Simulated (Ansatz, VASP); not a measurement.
**AlN: VASP beside Ansatz**

Contents of POSCAR:

```
AlN
1.0
    3.1297569564      0.0000000289      0.0000000000
   -1.5648785032      2.7104490175      0.0000000000
    0.0000000000      0.0000000000      5.0174032965
Al N
2 2
Direct
    0.6666666668      0.3333333333      0.4992353699
    0.3333333334      0.6666666668      0.9992353697
    0.6666666668      0.3333333333      0.8807646297
    0.3333333334      0.6666666668      0.3807646299
```

Contents of INCAR.step1:

```
ALGO = Normal
EDIFF = 1E-4
ENCUT = 520
GGA = PE
ISMEAR = -1
LASPH = True
LCHARG = False
LREAL = False
LWAVE = True
NBANDS = 16
NELM = 100
PREC = Accurate
SIGMA = 0.01
```

File INCAR.step2:

```
ALGO = Normal
EDIFF = 1E-6
ENCUT = 520
ISIF = 2
ISMEAR = -1
ISTART = 1
LASPH = True
LCHARG = False
LMIXTAU = True
LREAL = False
LWAVE = False
METAGGA = R2SCAN
NBANDS = 16
NELM = 100
PREC = Accurate
SIGMA = 0.01
```

KPOINTS

```
k-points
0
Gamma
  10 10 6
```

Input for Ansatz:

```yaml
crystal:
  lattice:
    - [3.1297569564, 2.89e-08, 0.0]
    - [-1.5648785032, 2.7104490175, 0.0]
    - [0.0, 0.0, 5.0174032965]
  atoms:
    - { symbol: Al, position: [0.6666666668, 0.3333333333, 0.4992353699] }
    - { symbol: Al, position: [0.3333333334, 0.6666666668, 0.9992353697] }
    - { symbol: "N", position: [0.6666666668, 0.3333333333, 0.8807646297] }
    - { symbol: "N", position: [0.3333333334, 0.6666666668, 0.3807646299] }
basis:
  ecutwfc: 500.0
  ecutrho_ratio: 4
  xc_grid: 2
  precision: f64
hamiltonian:
  xc: r2scan
  pseudopotentials: { kind: paw, azcp: { folder: soft_1 } }
scf:
  max_iter: 100
  self_checks: high
  occupations: { method: fermi_dirac, width: 0.01 }
kpoints:
  mp_grid: { grid: [10, 10, 6] }
  band_path: { path: [VBM, CBM], npoints: 1 }
checkpoint:
  write: "../edges.r2scan.run"
  compress: false
  write_wavefunctions: true
  write_every: 100000
```

The cell is a database's computed one.

Alike in both runs: task single point; functional r2SCAN; k mesh 10 × 10 × 6; occupations fermi-dirac, width 0.01 eV; no spin polarisation.

|  | VASP | Ansatz |
| --- | --- | --- |
| version | VASP 6.6.1 | Ansatz 0.2.0 |
| potentials or method | VASP PAW PBE potentials, release 64 (Al, N) | plane-wave PAW DFT |
| plane-wave cutoff (eV) | 520 | 500 |
| valence electrons in the cell | 16 | 16 |

Ansatz gave:

- gap on the k mesh at the Fermi level (eV): 4.67

Problem. Estimate VASP's values.

Solution. gap on the k mesh at the Fermi level (eV): 4.71.

 A k mesh can miss the band edges. r2SCAN opens gaps a little over a GGA but as a rule still falls short of measured ones.
